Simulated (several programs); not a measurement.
**Many methods on one cell: BN (F-43m)**

Measured values to be reproduced:
- bulk modulus: 395 GPa (isothermal B0, Vinet fit; 300 K; “Effect of nanostructuration on compressibility of cubic BN”; literature value for micron-sized crystals, from another study; 2012; arxiv:1208.3664)
- volume: 5.906 Å³ an atom (from the lattice constants; a at ambient conditions; 295 K; “Equation of state of cubic boron nitride at high pressures and temperatures”; 2007; arxiv:cond-mat/0702656)

BN (started from an entry of an open crystallographic database), relaxed with r2SCAN in Ansatz, was computed with several methods. The symmetry is F-43m (No. 216, cubic); a = 3.610 Å in the conventional setting, 5.88 Å³ an atom. Around B lie 4 N at 1.56 Å; around N lie 4 B at 1.56 Å. Calculated for a static, non-magnetic cell.

```yaml
crystal:
  lattice:
    - [0.00000, 1.80482, 1.80482]
    - [1.80482, 0.00000, 1.80482]
    - [1.80482, 1.80482, 0.00000]
  atoms:
    - { symbol: B, position: [0.00000, 0.00000, 0.00000] }
    - { symbol: N, position: [0.25000, 0.25000, 0.25000] }
```

Gaps and times are for a single point on this cell; volume and bulk modulus come from each method's own relaxation or energy curve at fixed shape. Times are rough, from shared hosts (Arm Neoverse N1; Arm Neoverse V2; NVIDIA H100 80GB HBM3), and each method has its own mesh and cell size. Gaps from k meshes are read at a limited set of points (mesh, symmetry points, PBE's band edges), so each method's own least gap may be somewhat smaller. Force fields have no electrons; where one was fitted to this phase, its volume and modulus reflect the fit. Minimal bases can be far off for gaps. Times of the plane-wave ladder aren't listed, since it ran on unlike processors and cards. GLLB-SC's gap includes the derivative discontinuity. G0W0 is at finite bands, cutoff and mesh. d marks a direct gap, i an indirect one (no mark: not told apart), a dash a value that wasn't computed or didn't pass its checks.

| method | kind | gap (eV) | own volume (Å³/atom) | bulk modulus (GPa) | atoms computed | processor time |
| --- | --- | --- | --- | --- | --- | --- |
| PBEsol | semilocal | – | 5.86 | – | 2 | – |
| BN.extep (LAMMPS) | force field | – | 5.63 | 402 | 2 | 0.13 s |
| BNC.tersoff (LAMMPS) | force field | – | 5.33 | 466 | 2 | 0.15 s |
| light PBE (260 eV and a coarse mesh) | light plane-wave | 4.40 i | – | – | 2 | 0.34 s |
| non-self-consistent DFTB (CP2K) | tight binding | 9.57 d | – | – | 2 | 0.7 s |
| PBE | semilocal | 4.48 i | 5.95 | 372 | 2 | – |
| r2SCAN | semilocal | 5.00 i | 5.88 | 392 | 2 | – |
| LDA | semilocal | 4.37 i | 5.74 | – | 2 | – |
| GLLB-SC (GPAW) | model potential | 5.88 | – | – | 2 | 3.2 s |
| G0W0@r2SCAN (180 eV screening cutoff) | many-body | 6.28 | – | – | 2 | – |
| G0W0@PBE (260 eV screening cutoff) | many-body | 6.19 | – | – | 2 | – |
| G0W0@LDA (140 eV screening cutoff) | many-body | 5.97 | – | – | 2 | – |
| PBE/single zeta (GPAW) | small basis | 6.48 i | – | – | 2 | 7.9 s |
| PBE/SZV (CP2K) | small basis | 8.49 i | 6.19 | 365 | 2 | 9 s |
| G0W0@PBE0 (180 eV screening cutoff) | many-body | 6.73 | – | – | 2 | – |
| G0W0@HSE06 (180 eV screening cutoff) | many-body | 6.57 | – | – | 2 | – |
| PBE/DZVP (CP2K) | small basis | 4.54 i | 5.97 | 366 | 2 | 21 s |
| PBE0 | hybrid | 6.56 i | – | – | 2 | – |
| HSE06 | hybrid | 5.79 i | 5.81 | – | 2 | – |
| Hartree-Fock | exact exchange | 13.73 i | – | – | 2 | – |
| r2SCANh | hybrid | 5.75 i | – | – | 2 | – |
| DDH-PBE0 | hybrid | 6.28 i | – | – | 2 | – |

Against HSE06 (5.79 eV) and with closed or daggered gaps left aside, the nearest gap at the points sampled is that of r2SCANh (-0.04 eV) and the farthest that of Hartree-Fock (+7.94 eV). HSE06 is only a yardstick of convenience: for gaps this wide it usually falls short of measured ones, so a larger value can be the better one.

Volumes against r2SCAN's: PBEsol -0.3 %, BN.extep (LAMMPS) -4.3 %, BNC.tersoff (LAMMPS) -9.3 %, PBE +1.3 %, LDA -2.4 %, PBE/SZV (CP2K) +5.3 %, PBE/DZVP (CP2K) +1.6 %, HSE06 -1.1 %.

Comparison with experiment:
- Bulk modulus, measured 395 GPa: BN.extep (LAMMPS) +1.8 %, BNC.tersoff (LAMMPS) +18.0 %, PBE -5.9 %, r2SCAN -0.8 %, PBE/SZV (CP2K) -7.5 %, PBE/DZVP (CP2K) -7.4 %.
- Volume, measured 5.906 Å³ an atom: PBEsol -0.8 %, BN.extep (LAMMPS) -4.7 %, BNC.tersoff (LAMMPS) -9.7 %, PBE +0.8 %, r2SCAN -0.5 %, LDA -2.8 %, PBE/SZV (CP2K) +4.8 %, PBE/DZVP (CP2K) +1.2 %, HSE06 -1.6 %.
The calculations are for a static lattice; samples hold vibrations, temperature and, in optical gaps, excitons. A measured value is shown where most reports agree with it, and only for the quantities listed.
